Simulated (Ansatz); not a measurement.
# GaP: a tetragonal deformation path

The task here is to estimate one member of a computed series from the others.

Program: Ansatz 0.2.0. Level of theory: DFT r2SCAN, scalar-relativistic, plane waves, PAW. These are calculated values, not measurements.

## The starting structure

It takes space group F-43m (No. 216, cubic). Conventional cell: a = 5.451 Å, b = 5.451 Å, c = 5.451 Å, α = 90.00°, β = 90.00°, γ = 90.00°. Ga (site symmetry -43m) is surrounded by 4 P at 2.36 Å. P (site symmetry -43m) is surrounded by 4 Ga at 2.36 Å.

Structure file:

```cif
data_structure
_symmetry_space_group_name_H-M 'P 1'
_symmetry_Int_Tables_number 1
_cell_length_a 3.8541
_cell_length_b 3.8541
_cell_length_c 3.8541
_cell_angle_alpha 60.000
_cell_angle_beta 60.000
_cell_angle_gamma 60.000
_cell_volume 40.48
loop_
_atom_site_label
_atom_site_type_symbol
_atom_site_fract_x
_atom_site_fract_y
_atom_site_fract_z
_atom_site_occupancy
Ga1 Ga 0.00000 0.00000 0.00000 1
P1 P 0.75000 0.75000 0.75000 1
```

No relaxation comes first: the listed cell is the starting point.

## Zero of energy

Reference values: F = -4550.4845 eV; pressure 0.04 GPa; largest force 0.000 eV/Å; gap on the mesh 1.86 eV. It was computed beforehand with the settings of the runs below.

The first run:

At fixed volume and fractional coordinates, lengths along (0.000, 0.000, 1.000) are scaled against those across it; ρ is that ratio over its starting value.

input.yaml

```yaml
crystal:
  lattice:
    - [0.0, 3.0591436934, 2.1628145913]
    - [3.0591436934, 0.0, 2.1628145913]
    - [3.0591436934, 3.0591436934, 0.0]
  atoms:
    - { symbol: Ga, position: [0.0, 0.0, 0.0] }
    - { symbol: P, position: [0.75, 0.75, 0.75] }
basis:
  ecutwfc: 500
kpoints:
  mp_grid: { grid: [10, 10, 10] }
hamiltonian:
  xc: r2scan
scf:
  occupations: { method: gaussian, width: 0.05 }
output:
  forces: true
  stress: true
  eigenvalues: true
```

Launch:

```console
ansatz run input.yaml --threads 1 --pin off --max-ram 2560MiB --backend cpu --events-out ev --progress --plain --runs-dir out
```

Among the steps run: ρ = 0.707; ρ = 1.414; At ρ = 0.850; ρ = 1.200; Point ρ = 0.780; ρ = 1.300; At ρ = 0.920; Point ρ = 1.100; ρ = 0.650; At ρ = 1.500; At ρ = 0.960; ρ = 1.050.

One table of the session follows, with a row left open; its other results are not shown here.

| ρ | ΔE (meV/atom) | pressure (GPa) | gap on the mesh (eV) |
| --- | --- | --- | --- |
| 0.650 | 366.5 | -4.6 | 0.00 |
| 0.707 | 266.3 | -3.0 | 0.00 |
| 0.780 | 155.5 | -1.5 | 0.00 |
| 0.850 | 74.3 | -0.6 | 0.37 |
| 0.920 | 21.6 | -0.1 | 1.05 |
| 0.960 | 5.5 | 0.0 | 1.45 |
| 1.000 | 0.0 | 0.0 | 1.86 |
| 1.050 | 8.7 | 0.0 | 1.61 |
| 1.100 | ? | ? | ? |
| 1.200 | 139.4 | -0.4 | 0.83 |
| 1.300 | 309.3 | -0.6 | 0.00 |
| 1.414 | 552.2 | -0.7 | 0.00 |
| 1.500 | 720.9 | -1.1 | 0.00 |

Estimate the missing values for ρ = 1.100.

Worked estimate for «ΔE (meV/atom)». A straight line through the neighbours (1.050, 8.7) and (1.200, 139.4) gives 8.7 + (139.4 − 8.7) × (1.100 − 1.050) / (1.200 − 1.050) = 52.3; a parabola fitted to 4 rows on both sides gives 35.8.

**Answer.** ΔE (meV/atom): 34.9; pressure (GPa): -0.1; gap on the mesh (eV): 1.37. In «ΔE (meV/atom)» the line misses by +17.4 and the parabola by +0.9.

Where the gap reads zero, the mesh chosen for the insulator is on the coarse side.
